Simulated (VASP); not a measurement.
KCl: relaxation of the atoms with r2SCAN

The system is KCl.

```
K Cl
1.0
     3.84534    0.00000    0.00000
     0.00000    3.84534    0.00000
     0.00000    0.00000    3.84534
K Cl
1 1
Direct
  0.00000 0.00000 0.00000
  0.50000 0.50000 0.50000
```

Measurements of this composition are mostly on another form, of space group No. 225.

The cell isn't the ideal one: a relaxed cell with its volume scaled by 1.06.

| Quantity | Value |
| --- | --- |
| Program | VASP 6.6.1 |
| Task | relaxation of the atoms |
| Functional | r2SCAN |
| Potentials or basis | VASP PAW PBE potentials, release 64 (K_sv, Cl) |
| Cutoff | 600 eV |
| k mesh | 8 × 8 × 8 |
| Occupations | gaussian, width 0.03 eV |
| Spin | no spin polarisation |
| Further INCAR settings | ALGO = Normal; EDIFF = 1e-07; IBRION = 2; EDIFFG = -0.01; NSW = 40 |

```yaml
Pressure_after_relaxing: -1.1 GPa
Band_gap_on_the_k_mesh: 5.54 eV, indirect (least direct gap 5.74 eV)
```

Final structure:
```
K Cl
1.0
     3.84534    0.00000    0.00000
     0.00000    3.84534    0.00000
     0.00000    0.00000    3.84534
K Cl
1 1
Direct
  0.00000 0.00000 0.00000
  0.50000 0.50000 0.50000
```

Levels at points of the mesh, in eV from the valence-band top:
| k point | band 5 | band 6 | band 7 | band 8 | band 9 | band 10 | band 11 | band 12 |
| --- | --- | --- | --- | --- | --- | --- | --- | --- |
| (0.00, 0.00, 0.00) | -11.80 | -0.20 | -0.20 | -0.20 | 5.54 | 7.15 | 7.15 | 11.45 |
| (0.50, 0.00, 0.00) | -11.68 | -1.74 | -0.21 | -0.21 | 8.43 | 8.52 | 8.98 | 10.82 |
| (0.50, 0.50, 0.00) | -11.75 | -1.20 | -1.20 | 0.00 | 6.82 | 8.01 | 9.68 | 9.68 |
| (0.50, 0.50, 0.50) | -11.97 | -1.31 | -1.31 | -1.31 | 9.47 | 9.47 | 9.47 | 10.70 |

Wall time 65 s on 1 thread of Intel(R) Xeon(R) Platinum 8488C (Sapphire Rapids), on a shared host, peak memory 0.2 GiB.

Caveat: the relaxation stopped at its first step, so nothing moved; the PAW data sets were made with another functional, which shifts forces and pressure a little. A k mesh can miss the band edges.
